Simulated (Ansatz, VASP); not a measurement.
## One calculation of SiO2 (ke600), two programs

```
Si O
1.0
     4.15509    0.00000    0.00000
     0.00000    4.15509    0.00000
     0.00000    0.00000    2.66119
Si O
2 4
Direct
  0.00000 0.00000 0.00000
  0.50000 0.50000 0.50000
  0.30558 0.30558 0.00000
  0.19442 0.80558 0.50000
  0.69442 0.69442 0.00000
  0.80558 0.19442 0.50000
```

Alike in both runs: functional LDA; k mesh 6 × 6 × 8; occupations gaussian, width 0.02 eV; no spin polarisation.

Ansatz relaxed the structure, and its values are those at the end. VASP's run is a single point on that final structure, the one shown.

|  | VASP | Ansatz |
| --- | --- | --- |
| version | VASP 6.6.1 | Ansatz 0.2.0 |
| potentials or method | VASP PAW LDA potentials, release 64 (Si, O) | scalar-relativistic, plane waves, PAW |
| plane-wave cutoff (eV) | 520 | 600 |
| valence electrons in the cell | 32 | 32 |

```csv
,VASP,Ansatz,Ansatz less VASP
gap on the k mesh at the Fermi level (eV),5.82,5.82,-0.001
least direct gap on the mesh (eV),5.82,5.82,-0.001
pressure (GPa),1.1,0.0,-1.09
rms of the force components (eV/Å),0.016,0.000,-0.0163
```

Ansatz warned: «pseudo_functional_mismatch».

A k mesh can miss the band edges.
